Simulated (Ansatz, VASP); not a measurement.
## P in VASP and in Ansatz

```xyz
1
Lattice="2.4106 0.0000 0.0000 0.0000 2.4106 0.0000 0.0000 0.0000 2.4108" Properties=species:S:1:pos:R:3 pbc="T T T"
P     0.0000    0.0000    0.0000
```

Alike in both runs: functional LDA; k mesh 10 × 10 × 10; occupations gaussian, width 0.1 eV; no spin polarisation.

Ansatz relaxed the structure, and its values are those at the end. VASP's run is a single point on that final structure, the one shown.

```csv
,VASP,Ansatz
version,VASP 6.6.1,Ansatz 0.2.0
potentials or method,"VASP PAW LDA potentials, release 64 (P)","scalar-relativistic, plane waves, PAW"
plane-wave cutoff (eV),520,420
valence electrons in the cell,5,5
```

Ansatz gave:

```
gap on the k mesh at the Fermi level (eV) : none
pressure (GPa)                            : 0.0
```

Task: What did VASP give for the same quantities?

Result: gap on the k mesh at the Fermi level (eV): none; pressure (GPa): -0.2.

A gap of «none» marks a metal or a gap that the smearing closes.
